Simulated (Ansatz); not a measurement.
**Response to strain in BaF2**

The parent structure is BaF$_{2}$ in the fluorite structure (space group Fm-3m, No. 225).

```
BaF2
1.0
    0.00000     3.06871     3.06871
    3.06871     0.00000     3.06871
    3.06871     3.06871     0.00000
Ba F
1 2
Direct
  0.00000   0.00000   0.00000
  0.25000   0.25000   0.25000
  0.75000   0.75000   0.75000
```

Cartesian axes are those of the cell as printed.

Strains are applied to the cell and any free atomic positions relax; under biaxial strain the out-of-plane vector relaxes too; under stress the whole cell relaxes.

All numbers come from Kohn–Sham DFT with the PBEsol functional, run in Ansatz (an electronic-structure program) with PAW and 420 eV plane waves, no SOC.

Notes on the quantities. energy relative to the base: free energy F.

```json
[
 {"case": "base", "shortest interatomic distance": "2.658 Å", "energy relative to the base": "0 meV/atom", "electron mass": "0.48 mₑ (at Γ)", "band gap": "6.83 eV"},
 {"case": "biaxial strain −2.59 %, plane normal [001], relaxed out of plane", "shortest interatomic distance": "2.635 Å", "energy relative to the base": "+8.1 meV/atom", "electron mass": "0.51 mₑ out of plane, 0.47 mₑ in plane (at Γ)", "band gap": "6.88 eV"},
 {"case": "biaxial strain −1.43 %, plane normal [001], relaxed out of plane", "shortest interatomic distance": "2.644 Å", "energy relative to the base": "+2.4 meV/atom", "electron mass": "0.48 mₑ (at Γ)", "band gap": "6.87 eV"},
 {"case": "biaxial strain −1.16 %, plane normal [001], relaxed out of plane", "shortest interatomic distance": "2.647 Å", "energy relative to the base": "+1.6 meV/atom", "electron mass": "0.48 mₑ (at Γ)", "band gap": "6.86 eV"},
 {"case": "isotropic strain −2.75 %", "shortest interatomic distance": "2.584 Å", "energy relative to the base": "+28 meV/atom", "electron mass": "0.47 mₑ (at Γ)", "band gap": "7.17 eV"},
 {"case": "isotropic strain +0.85 %", "shortest interatomic distance": "2.680 Å", "energy relative to the base": "+2.3 meV/atom", "electron mass": "0.49 mₑ (at Γ)", "band gap": "6.72 eV"},
 {"case": "isotropic strain +2.24 %", "shortest interatomic distance": "2.717 Å", "energy relative to the base": "+15 meV/atom", "electron mass": "0.49 mₑ (at Γ)", "band gap": "6.55 eV"},
 {"case": "uniaxial stress, 8 GPa tension along z", "shortest interatomic distance": "2.704 Å", "energy relative to the base": "+49 meV/atom", "electron mass": "0.58 mₑ along z, 0.48 mₑ across (at Γ)", "band gap": "6.24 eV"},
 {"case": "tensor shear ε_xz = −2.89 %", "shortest interatomic distance": "2.628 Å", "energy relative to the base": "+5.2 meV/atom", "electron mass": "0.48 mₑ (at Γ)", "band gap": "6.80 eV"},
 {"case": "uniaxial stress, 3 GPa compression along x", "shortest interatomic distance": "2.645 Å", "energy relative to the base": "+8.2 meV/atom", "electron mass": "0.46 mₑ along x, 0.49 mₑ across (at Γ)", "band gap": "6.78 eV"}
]
```

Effective masses come from finite differences of ±0.01 Å⁻¹. Beyond what the load breaks, stability against distortions was not tested.
